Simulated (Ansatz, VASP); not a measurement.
**Two plane-wave programs on Li**

Contents of INCAR:

```
PREC = Accurate
ENCUT = 520
EDIFF = 1E-6
ISMEAR = 0
SIGMA = 0.15
LREAL = False
LASPH = True
NELM = 100
ALGO = Normal
ISIF = 2
LWAVE = False
LCHARG = False
GGA = PE
IVDW = 12
NBANDS = 10
```

KPOINTS

```
regular mesh
0
Gamma
  16 16 12
```

The input POSCAR:

```
Li
1.0
    0.0000000000     -2.1234879358     -2.1234879358
    0.0000000000      2.1234879358     -2.1234879358
    4.2469758716      0.0000000000      0.0000000000
Li
2
Direct
    0.5203484792      0.4796515208      0.5000000000
   -0.0203484792      0.0203484792      0.0000000000
```

Input for Ansatz:

```yaml
crystal:
  lattice:
    - [0.0, -2.1234879358, -2.1234879358]
    - [0.0, 2.1234879358, -2.1234879358]
    - [4.2469758716, 0.0, 0.0]
  atoms:
    - { symbol: Li, position: [0.5203484792, 0.4796515208, 0.5] }
    - { symbol: Li, position: [-0.0203484792, 0.0203484792, 0.0] }
basis:
  ecutwfc: 520.0
kpoints:
  mp_grid: { grid: [16, 16, 12] }
hamiltonian:
  xc: pbe
  dispersion: d3bj
scf:
  occupations: { method: gaussian, width: 0.15 }
output:
  forces: true
  stress: true
  eigenvalues: true
```

Change from the starting cell: mode 4 frozen in at -0.085 Å, equal normal strain along x, y and z +0.0167.

Alike in both runs: task single point; functional PBE; dispersion D3(BJ); k mesh 16 × 16 × 12; occupations gaussian, width 0.15 eV; no spin polarisation.

|  | VASP | Ansatz |
| --- | --- | --- |
| version | VASP 6.6.1 | Ansatz 0.2.0 |
| potentials or method | VASP PAW PBE potentials, release 64 (Li_sv) | scalar-relativistic, plane waves, PAW |
| plane-wave cutoff (eV) | 520 | 520 |
| valence electrons in the cell | 6 | 6 |

|  | VASP | Ansatz | Ansatz less VASP |
| --- | --- | --- | --- |
| gap on the k mesh at the Fermi level (eV) | none | none | - |
| rms of the force components (eV/Å) | 0.078 | 0.078 | +0.0002 |

Atom by atom the forces differ by 0.000 eV/Å (rms over components). A gap of «none» marks a metal or a gap that the smearing closes.
